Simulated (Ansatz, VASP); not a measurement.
## One calculation of Fe, two programs

```
Fe
1.0
     0.00000    1.70333    1.70333
     1.70333    0.00000    1.70333
     1.70333    1.70333    0.00000
Fe
1
Direct
  0.00000 0.00000 0.00000
```

Alike in both runs: functional PBEsol; k mesh 15 × 15 × 15; occupations fermi-dirac, width 0.1 eV; no spin polarisation.

Ansatz relaxed the structure, and its values are those at the end. VASP's run is a single point on that final structure, the one shown.

|  | VASP | Ansatz |
| --- | --- | --- |
| version | VASP 6.6.1 | Ansatz 0.2.0 |
| potentials or method | VASP PAW PBE potentials, release 64 (Fe) | plane waves (420 eV) with PAW, scalar-relativistic |
| plane-wave cutoff (eV) | 520 | 420 |
| valence electrons in the cell | 8 | 16 |

|  | VASP | Ansatz | Ansatz less VASP |
| --- | --- | --- | --- |
| pressure (GPa) | -0.4 | 0.0 | +0.42 |

The two sets of potentials don't hold the same shells in valence. Ansatz warned: «pseudo_functional_mismatch».

Caveats: the PAW data sets were made with another functional, which shifts forces and pressure a little (VASP); the run has no spin polarisation, though such a crystal can be magnetic. Spin polarisation is off, so any magnetic state and its effect on volume and gap are missing.
